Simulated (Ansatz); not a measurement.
# AlNi: the cost of one run

Program: Ansatz 0.2.0. Level of theory: DFT PBEsol, scalar-relativistic, plane waves, PAW. These are calculated values, not measurements.

1 further run of the same task is left out (set aside as unsound or not needed).

### Step 1. The system as given

It takes space group P4/mmm (No. 123, tetragonal). The conventional cell has a = 2.859 Å, b = 2.859 Å, c = 2.869 Å, α = 90.00°, β = 90.00°, γ = 90.00°. Around Al (site symmetry 4/mmm) lie 8 Ni at 2.48 Å. Ni (site symmetry 4/mmm) is surrounded by 8 Al at 2.48 Å.

Coordinates:

```
Al Ni
1.0
     2.02133   -2.02135    0.00000
     2.02133    2.02135    0.00000
     0.00000    0.00000    2.86941
Al Ni
1 1
Direct
  0.00000 0.00000 0.00000
  0.50000 0.50000 0.50000
```

It goes back to an entry of the Materials Project, which need not be the stable form.

It is the result of an earlier relaxation at this level (volume 11.72 Å³/atom; gap on the mesh: none (metal)).

### Step 2. Zero of the scan

Input file input.yaml:

```yaml
crystal:
  lattice:
    - [2.0213280872, -2.0213497884, 0.0]
    - [2.0213280872, 2.0213497884, 0.0]
    - [0.0, 0.0, 2.8694088111]
  atoms:
    - { symbol: Al, position: [0.0, 0.0, 0.0] }
    - { symbol: Ni, position: [0.5, 0.5, 0.5] }
basis:
  ecutwfc: 420
kpoints:
  mp_grid: { grid: [12, 12, 12] }
hamiltonian:
  xc: pbesol
scf:
  occupations: { method: gaussian, width: 0.15 }
output:
  forces: true
  stress: true
  eigenvalues: true
  write_density: true
  write_potential: true
  elf: true
  volumetric_format: npy
```

On the command line:

```console
> ansatz run input.yaml --threads 1 --pin off --max-ram 2560MiB --backend cpu --events-out ev --progress --plain --runs-dir out
```

**Question.** How long does this run take on 1 thread of Intel Xeon 6975P-C (Granite Rapids), shared host, and how much memory does it need?

About 3.4 s, with a peak of 0.43 GiB.
